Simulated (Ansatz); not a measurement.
## MgO at 30 GPa: from Born charge to LO–TO splitting and polaron coupling

These are results of Ansatz, DFT PBEsol, scalar-relativistic, plane waves, PAW, not measurements. Settings: 420 eV plane-wave cutoff, Γ-centred 10×10×10 mesh, fixed occupations. No spin polarisation. Phonons by linear response, acoustic sum rule imposed.

The cell, relaxed at 30 GPa:
```cif
data_structure
_symmetry_space_group_name_H-M 'Fm-3m'
_symmetry_Int_Tables_number 225
_cell_length_a 4.0192
_cell_length_b 4.0192
_cell_length_c 4.0192
_cell_angle_alpha 90.000
_cell_angle_beta 90.000
_cell_angle_gamma 90.000
_cell_volume 64.93
loop_
_atom_site_label
_atom_site_type_symbol
_atom_site_symmetry_multiplicity
_atom_site_Wyckoff_symbol
_atom_site_fract_x
_atom_site_fract_y
_atom_site_fract_z
_atom_site_occupancy
Mg1 Mg 4 a 0.00000 0.00000 0.00000 1
O1 O 4 b 0.50000 0.00000 0.00000 1
```

Linear response gives ν_TO = 523.8 cm⁻¹, Born charges ±1.921 e (positive on Mg) and ε∞ = 3.106. The primitive cell holds 16.232 Å³, and the masses are 24.305 and 15.999 amu.

Q: Find ν_LO and the static dielectric constant.

A: The long-wave field adds a restoring force: ω_LO² − ω_TO² = Z*²e²/(ε_vac ε∞ μV). In these units ν_LO² − ν_TO² = 4.92064×10⁷ Z*²/(μ V ε∞) cm⁻², with μ = m₁m₂/(m₁ + m₂) = 9.648 amu: 373529 cm⁻². So ν_LO = √(523.8² + 373529) = 804.9 cm⁻¹, and the run gives 804.9. Lyddane–Sachs–Teller then gives ε0 = ε∞ (ν_LO/ν_TO)² = 7.33, against 7.33 in the run (it forms both from the same three quantities, so the match checks the arithmetic only). Between ν_TO and ν_LO the dielectric function is negative and an undamped crystal reflects fully: a reststrahlen band from 12.4 to 19.1 μm.

Q: What do the Clausius–Mossotti polarisability and the Szigeti charge come to?

A: With the Lorentz local field, α = (3V/4π)(ε∞ − 1)/(ε∞ + 2) = 1.60 Å³ for the pair, and e_S = 3Z*/(ε∞ + 2) = 1.13 e. The Born charge includes the electrons' response to the dipole's own local field, and e_S takes that enhancement out. The Lorentz field assumes point-like polarisable ions, a fair picture at this small ε∞.

Q: How strongly does a slow electron couple to the LO mode?

A: For one isotropic parabolic band, Fröhlich's constant is α_F = (1/ε∞ − 1/ε0) √(m* Ry/ħω_LO), with Ry = 13.606 eV, ħω_LO = 99.8 meV and m* in free-electron masses: α_F = 0.1856 × 11.68 × √m* = 2.17 √m*. The band mass isn't part of this run; for m* = 0.1, 0.3 and 1 it gives 0.69, 1.19, 2.17. In weak coupling the polaron lies α_F ħω_LO below the band edge (118 meV at m* = 0.3) with a mass m*(1 + α_F/6); past α_F of about 5 or 6 that expansion fails. A semilocal functional's ε∞ tends to be too large, which taken alone lowers α_F.

Cost: 1 run of about 0.15 core-minutes, on Arm Neoverse V1 (shared hosts).

The wide LO–TO splitting reflects strongly ionic bonding. The Born charge of 1.921 e lies close to the formal valence, with no sign of the anomalous charge transfer found in ferroelectric perovskites, and the tightly bound O 2p electrons screen the long-range field only weakly. Light ions in a small cell widen the splitting further. More than half of the static dielectric constant therefore comes from lattice displacement, not from the electrons. The smaller Szigeti charge doesn't mean that magnesium is only about singly ionised: it is an effective dynamical charge, reduced by the distortion of overlapping ions as they move.

Compression normally stiffens the TO mode through short-range repulsion and so lowers the lattice part of the screening, but a single volume can't show that trend. For electrons, the dispersive, s-like conduction-band minimum suggests a light mass and hence a mobile large polaron. The same estimate shouldn't be carried over to holes, whose O 2p bands are degenerate, anisotropic and much flatter, so that short-range coupling may matter as well.
